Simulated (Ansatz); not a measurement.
Li: tetragonal deformation path

Theory: DFT PBE+D3(BJ), scalar-relativistic, plane waves, PAW (Ansatz). Settings: plane waves to 420 eV, k-mesh 20×20×20 (Γ-centred), Gaussian smearing 0.15 eV. No spin polarisation. Energies are free energies at this smearing, counted from the undisturbed cell; pressure is positive in compression.

The undisturbed cell (as given, not relaxed at this level; it stands at -1.9 GPa; this fcc form isn't the usual structure):

```
Li
1.0
     0.00000    2.20200    2.20200
     2.20200    0.00000    2.20200
     2.20200    2.20200    0.00000
Li
1
Direct
  0.00000 0.00000 0.00000
```

At fixed volume and fractional coordinates, lengths along (0.000, 0.000, 1.000) are scaled against those across it; ρ is that ratio over its starting value. The cell is metallic on the mesh throughout. At ρ = 0.707 the cell becomes cubic (Im-3m), and there the slope of the energy vanishes by symmetry.

```tsv
ρ	ΔE (meV/atom)
0.707	1.4
0.780	1.4
0.850	1.3
0.920	0.7
1.000	0.0
1.100	2.2
1.200	10.4
1.300	25.1
1.414	53.8
```

Problem. Predict the pressure (GPa) at each point.

Solution.
```csv
ρ,pressure (GPa)
0.707,-1.9
0.780,-1.9
0.850,-1.9
0.920,-1.9
1.000,-1.9
1.100,-1.9
1.200,-1.9
1.300,-1.8
1.414,-1.8
```